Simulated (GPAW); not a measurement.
Runs of GPAW 26.7.0 on Fe. The structure is cubic, space group Im-3m (No. 229). The conventional cell has a = 2.886 Å, b = 2.886 Å, c = 2.886 Å, α = 90.00°, β = 90.00°, γ = 90.00°. Fe (site symmetry m-3m) is surrounded by 8 Fe at 2.50 Å. 

```tsv
task	level	potentials or basis	U	k mesh	cutoff (eV)	band path	band points	response ecut	frequency	extrapolate	mesh quality	pressure (GPa)	moment (μB)
band structure	PBEsol+U	PAW data sets generated in the run's folder for this functional, pw	Fe d U = 1 eV	13 × 13 × 13	600	GHNGPH,PN	60	-	-	-	not flagged	-5.7	2.65
band structure	PBEsol+U	PAW data sets generated in the run's folder for this functional, pw	Fe d U = 4 eV	13 × 13 × 13	600	GHNGPH,PN	60	-	-	-	not flagged	9.2	2.94
G0W0 quasiparticle levels	PBE	GPAW PAW data sets (gpaw-data 1.2.1), pw	-	7 × 7 × 7	400	-	-	200 eV	full	yes	coarse	-	(a)
band structure	PBEsol+U	PAW data sets generated in the run's folder for this functional, pw	Fe d U = 3 eV	13 × 13 × 13	600	GHNGPH,PN	60	-	-	-	not flagged	6.4	2.92
band structure	PBEsol+U	PAW data sets generated in the run's folder for this functional, pw	Fe d U = 8 eV	13 × 13 × 13	600	GHNGPH,PN	60	-	-	-	not flagged	33.0	3.39
band structure	PBEsol+U	PAW data sets generated in the run's folder for this functional, pw	Fe d U = 2 eV	13 × 13 × 13	600	GHNGPH,PN	60	-	-	-	not flagged	(b)	2.69
band structure	PBEsol+U	PAW data sets generated in the run's folder for this functional, pw	Fe d U = 6 eV	13 × 13 × 13	600	GHNGPH,PN	60	-	-	-	not flagged	18.9	3.10
```

Alike in all rows: spin collinear, ferromagnetic start; cell as given; smearing fermi-dirac 0.05 eV.

Problem. Fill in the values left out.

Solution. (a) 2.31; (b) -2.7.

Caveats: some runs use coarse meshes; the U is typed as a test and isn't derived for this compound (some runs); G0W0 is unreliable with partly filled bands (some runs); the long-wavelength limit can be off by several per cent where d states take part (some runs); a pressure of tens of GPa on the cell as given is suspect, and the run, the potentials or the cell itself is likely at fault (some runs).
